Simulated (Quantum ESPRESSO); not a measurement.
# GaAs (F-43m) in Quantum ESPRESSO: notebook, part 2 of 2

Quantum ESPRESSO 7.5.

**3. Single point, rev-vdW-DF2, 21.69 Å³/atom**

pw.in

```
&CONTROL
  calculation = 'scf'
  prefix = 'pwscf'
  outdir = './tmp'
  pseudo_dir = './pseudo'
  tprnfor = .true.
  tstress = .true.
  disk_io = 'nowf'
/
&SYSTEM
  ibrav = 0
  nat = 2
  ntyp = 2
  ecutwfc = 84
  nbnd = 21
  input_dft = 'vdw-df2-b86r'
  occupations = 'smearing'
  smearing = 'fd'
  degauss = 0.00367493
/
&ELECTRONS
  conv_thr = 4d-10
  electron_maxstep = 120
  mixing_beta = 0.5
/
ATOMIC_SPECIES
As    74.9216 As.upf
Ga    69.7230 Ga.upf
CELL_PARAMETERS angstrom
   0.0000000000    2.7886446409    2.7886446409
   2.7886446409    0.0000000000    2.7886446409
   2.7886446409    2.7886446409    0.0000000000
ATOMIC_POSITIONS crystal
As     0.7500000000    0.7500000000    0.7500000000
Ga     0.0000000000    0.0000000000    0.0000000000
K_POINTS automatic
8 8 8 0 0 0
```

Potentials or basis: PseudoDojo 0.4.1 SR PBE standard.

Launch:

```
> OMP_NUM_THREADS=1 pw.x -in pw.in > pw.out
```

Run time: 1.7 min. Hardware: 1 thread of Arm Neoverse V1, shared host; peak memory 0.15 GiB.

It converged, with:

- Free energy: -4962.2194 eV
- Pressure: 4.6 GPa
- Band gap on the k mesh: 0.64 eV, direct

Caveat: the potentials were made for another functional, which shifts forces and pressure.

**4. Single point, rev-vdW-DF2, 22.14 Å³/atom**

Changes to pw.in since step 3:

```diff
@@ -29,5 +29,5 @@
 CELL_PARAMETERS angstrom
-   0.0000000000    2.7886446409    2.7886446409
-   2.7886446409    0.0000000000    2.7886446409
-   2.7886446409    2.7886446409    0.0000000000
+   0.0000000000    2.8078772807    2.8078772807
+   2.8078772807    0.0000000000    2.8078772807
+   2.8078772807    2.8078772807    0.0000000000
 ATOMIC_POSITIONS crystal
```

Launch:

```
> OMP_NUM_THREADS=1 pw.x -in pw.in > pw.out
```

Run time: 1.7 min. Hardware: 1 thread of Arm Neoverse V1, shared host; peak memory 0.15 GiB.

Results (log left out):

```yaml
Free_energy: -4962.2407 eV
Pressure: 3.0 GPa
Band_gap_on_the_k_mesh: 0.48 eV, direct
```

Caveat: the potentials were made for another functional, which shifts forces and pressure.

**5. Single point, rev-vdW-DF2, 22.59 Å³/atom**

Changes to pw.in since step 4:

```diff
@@ -29,5 +29,5 @@
 CELL_PARAMETERS angstrom
-   0.0000000000    2.8078772807    2.8078772807
-   2.8078772807    0.0000000000    2.8078772807
-   2.8078772807    2.8078772807    0.0000000000
+   0.0000000000    2.8268500000    2.8268500000
+   2.8268500000    0.0000000000    2.8268500000
+   2.8268500000    2.8268500000    0.0000000000
 ATOMIC_POSITIONS crystal
```

Launch:

```
> OMP_NUM_THREADS=1 pw.x -in pw.in > pw.out
```

It took 1.7 min on 1 thread of Arm Neoverse V1, shared host; peak memory 0.15 GiB.

Results (log left out):

```
Free energy            : -4962.2531 eV
Pressure               : 1.5 GPa
Band gap on the k mesh : 0.32 eV, direct
```

Caveat: the potentials were made for another functional, which shifts forces and pressure.

**6. Single point, rev-vdW-DF2, 23.04 Å³/atom**

Changes to pw.in since step 5:

```diff
@@ -29,5 +29,5 @@
 CELL_PARAMETERS angstrom
-   0.0000000000    2.8268500000    2.8268500000
-   2.8268500000    0.0000000000    2.8268500000
-   2.8268500000    2.8268500000    0.0000000000
+   0.0000000000    2.8455714065    2.8455714065
+   2.8455714065    0.0000000000    2.8455714065
+   2.8455714065    2.8455714065    0.0000000000
 ATOMIC_POSITIONS crystal
```

Potentials or basis: PseudoDojo 0.4.1 SR PBE standard.

Launch:

```
> OMP_NUM_THREADS=1 pw.x -in pw.in > pw.out
```

Run time: 1.7 min. Hardware: 1 thread of Arm Neoverse V1, shared host; peak memory 0.15 GiB.

Results (log left out):

```
Free energy            : -4962.2576 eV
Pressure               : 0.1 GPa
Band gap on the k mesh : 0.18 eV, direct
```

Caveat: the potentials were made for another functional, which shifts forces and pressure.

**7. Single point, rev-vdW-DF2, 23.49 Å³/atom**

Changes to pw.in since step 6:

```diff
@@ -29,5 +29,5 @@
 CELL_PARAMETERS angstrom
-   0.0000000000    2.8455714065    2.8455714065
-   2.8455714065    0.0000000000    2.8455714065
-   2.8455714065    2.8455714065    0.0000000000
+   0.0000000000    2.8640496607    2.8640496607
+   2.8640496607    0.0000000000    2.8640496607
+   2.8640496607    2.8640496607    0.0000000000
 ATOMIC_POSITIONS crystal
```

Launch:

```
> OMP_NUM_THREADS=1 pw.x -in pw.in > pw.out
```

Wall time 1.7 min (1 thread of Arm Neoverse V1, shared host); peak memory 0.15 GiB.

It converged, with:

- Free energy: -4962.2551 eV
- Pressure: -1.0 GPa
- Band gap on the k mesh: none (metal or under the smearing width)

Caveat: the potentials were made for another functional, which shifts forces and pressure.

**8. Single point, rev-vdW-DF2, 23.94 Å³/atom**

Changes to pw.in since step 7:

```diff
@@ -29,5 +29,5 @@
 CELL_PARAMETERS angstrom
-   0.0000000000    2.8640496607    2.8640496607
-   2.8640496607    0.0000000000    2.8640496607
-   2.8640496607    2.8640496607    0.0000000000
+   0.0000000000    2.8822925071    2.8822925071
+   2.8822925071    0.0000000000    2.8822925071
+   2.8822925071    2.8822925071    0.0000000000
 ATOMIC_POSITIONS crystal
```

Launch:

```
> OMP_NUM_THREADS=1 pw.x -in pw.in > pw.out
```

Run time: 1.8 min. Hardware: 1 thread of Arm Neoverse V1, shared host; peak memory 0.15 GiB.

Results (log left out):

```
Free energy            : -4962.2463 eV
Pressure               : -2.1 GPa
Band gap on the k mesh : none (metal or under the smearing width)
```

Caveat: the potentials were made for another functional, which shifts forces and pressure.

**9. Equation of state, rev-vdW-DF2**

Potentials or basis: PseudoDojo 0.4.1 SR PBE standard.

No new run: the results of the series are fitted here.

What came out:

```yaml
Equilibrium_volume: 23.10 Å³/atom
Bulk_modulus: 63 GPa
Pressure_derivative_of_the_bulk_modulus: 5.2
```

Energy against volume, from the lowest point:
```tsv
volume (Å³/atom)	energy (meV/atom)
21.234	34.76
21.686	19.09
22.138	8.42
22.590	2.23
23.041	0.00
23.493	1.27
23.945	5.63
```

Caveat: the potentials were made for another functional, which shifts forces and pressure.
